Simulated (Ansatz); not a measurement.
Space group Fm-3m (No. 225). a = 6.528 Å, b = 6.528 Å, c = 6.528 Å, α = 90.00°, β = 90.00°, γ = 90.00°
| atom | site | symmetry | x | y | z |
| --- | --- | --- | --- | --- | --- |
| Na | 4a | m-3m | 0.0000 | 0.0000 | 0.0000 |
| I | 4b | m-3m | 0.5000 | 0.0000 | 0.0000 |

Equation of state of this NaI structure (not necessarily the ground state), with shape and atoms relaxed at each volume where symmetry leaves them free. The calculation used Ansatz, DFT PBE, scalar-relativistic, plane waves, PAW.

Cutoff 420 eV; k points 6×6×6 on the computed 2-atom cell (Γ-centred); Gaussian smearing, width 0.02 eV; no spin polarisation.

| V (Å³/atom) | E − E(largest V) (meV/atom) | P (GPa) | gap on mesh (eV) |
| --- | --- | --- | --- |
| 32.690 | 1.57 | 1.09 | 3.74 |
| 33.733 | -3.58 | 0.50 | 3.66 |
| 34.777 | -5.21 | 0.01 | 3.58 |
| 35.820 | -3.85 | -0.41 | 3.50 |
| 36.863 | 0.00 | -0.76 | 3.44 |

Task: Fit a third-order Birch–Murnaghan equation to E(V).

Result: V0 = 34.79 Å³/atom, B0 = 15 GPa, B0' = 4.7.

Spin-orbit coupling is left out, which matters for the bands of heavy elements.